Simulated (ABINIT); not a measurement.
A calculation with ABINIT 10.8.3 (patched build) of BaTiO3 (native input, structure from a POSCAR):

run.abi

```
pp_dirpath "./"
pseudos "Ba.GGA_PBE-JTH.xml, Ti.GGA_PBE-JTH.xml, O.GGA_PBE-JTH.xml"

structure "poscar:POSCAR"
natom 5
chkprim 0
chksymtnons 0
tolsym 1.0e-6

ecut 23.0
pawecutdg 45.0
pawxcdev 0
pawovlp 30

kptopt 1
ngkpt 7 7 7
nshiftk 1
shiftk 0.0 0.0 0.0

ixc 11

nband 24
occopt 3
tsmear 0.00183747

nstep 100
tolvrs 1.0e-9

iomode 3
prtwf 0
prtden 0
prteig 0
prtebands 0
enunit 1
```

Contents of POSCAR:

```
BaTiO3
1.0
    3.9998000000      0.0000000000      0.0000000000
    0.0000000000      3.9998000000      0.0000000000
    0.0000000000      0.0000000000      4.0180000000
Ba Ti O
1 1 3
Direct
    0.9955672000      0.9906407400      0.0035034300  Ba
    0.5025366900      0.4919233700      0.4687657700  Ti
    0.4792189400      0.5143238900      0.0064065200  O
    0.5027309200      0.0032990000      0.5093824900  O
    0.0199462600      0.4998130000      0.5399418000  O
```

Potentials or basis: JTH PAW PBE v2.0.

The run is started by

```sh
$ mpirun --bind-to none -np 4 abinit run.abi > log 2>&1
```

Q: Write the same calculation in another form: ASE script, structure from a P1 CIF.

A: As run:

File run.py:

```python
import json, os
import numpy as np
from ase.units import GPa
from ase.calculators.abinit import Abinit, AbinitProfile
from ase.io import read

atoms = read('BaTiO3.cif')

profile = AbinitProfile(command='mpirun --bind-to none -np 4 abinit', pp_paths=[os.path.abspath('pseudos')])
params = dict(
    pps='pawxml', xc='PBE',
    chksymtnons=0,
    tolsym=1e-06,
    ecut=625.8619,
    pawecutdg=1224.5124,
    pawxcdev=0,
    pawovlp=30,
    kptopt=1,
    ngkpt=[7, 7, 7],
    nshiftk=1,
    shiftk=[0.0, 0.0, 0.0],
    ixc=11,
    nband=24,
    occopt=3,
    tsmear=0.05,
    nstep=100,
    tolvrs=1e-09,
    prtwf=0,
    prtden=0,
)

atoms.calc = Abinit(profile=profile, directory='run', **params)
energy = atoms.get_potential_energy()
forces = atoms.get_forces()
stress = atoms.get_stress()
print(f'energy {energy:.6f} eV')
print('forces (eV/A)')
print(np.round(forces, 5))
print('stress (GPa, Voigt, tension positive)', np.round(stress / GPa, 4))
json.dump(dict(energy=energy, forces=forces.tolist(), stress=stress.tolist(), cell=atoms.cell.tolist(), frac=atoms.get_scaled_positions(wrap=False).tolist()), open('results.json', 'w'))
```

BaTiO3.cif

```cif
data_BaTiO3
_cell_length_a 3.99980000
_cell_length_b 3.99980000
_cell_length_c 4.01800000
_cell_angle_alpha 90.00000000
_cell_angle_beta 90.00000000
_cell_angle_gamma 90.00000000
_space_group_name_H-M_alt 'P1'
_space_group_name_Hall 'P 1'
_space_group_IT_number 1
loop_
_space_group_symop_operation_xyz
'x,y,z'
loop_
_atom_site_label
_atom_site_type_symbol
_atom_site_symmetry_multiplicity
_atom_site_Wyckoff_symbol
_atom_site_fract_x
_atom_site_fract_y
_atom_site_fract_z
_atom_site_occupancy
Ba1 Ba 1 a 0.9955672000 0.9906407400 0.0035034300 1
Ti1 Ti 1 a 0.5025366900 0.4919233700 0.4687657700 1
O1 O 1 a 0.4792189400 0.5143238900 0.0064065200 1
O2 O 1 a 0.5027309200 0.0032990000 0.5093824900 1
O3 O 1 a 0.0199462600 0.4998130000 0.5399418000 1
```

Potentials or basis: JTH PAW PBE v2.0.

Command:

```console
$ python run.py
```

Both were run:

|  | native input, structure from a POSCAR | ASE script, structure from a P1 CIF |
| --- | --- | --- |
| Pressure | 4.3 GPa | 4.3 GPa |
| Largest force | 1.306 eV/Å | 1.306 eV/Å |
| Band gap on the k mesh | 1.97 eV, indirect (least direct gap 2.23 eV) | 1.97 eV, indirect (least direct gap 2.23 eV) |

Keys that steer only the numerical path or the files written may differ.

Caveat: this set's barium file shifts pressures by 1.5 GPa and gaps by 0.1 eV against other sets; spin-orbit coupling is left out, which moves the levels of the heavy elements; an odd mesh through Γ misses points on the zone boundary, where band edges often lie; forces of over 1 eV/Å show positions far from the minimum, so gaps and moduli don't describe the material at rest; the atomic spheres overlap.
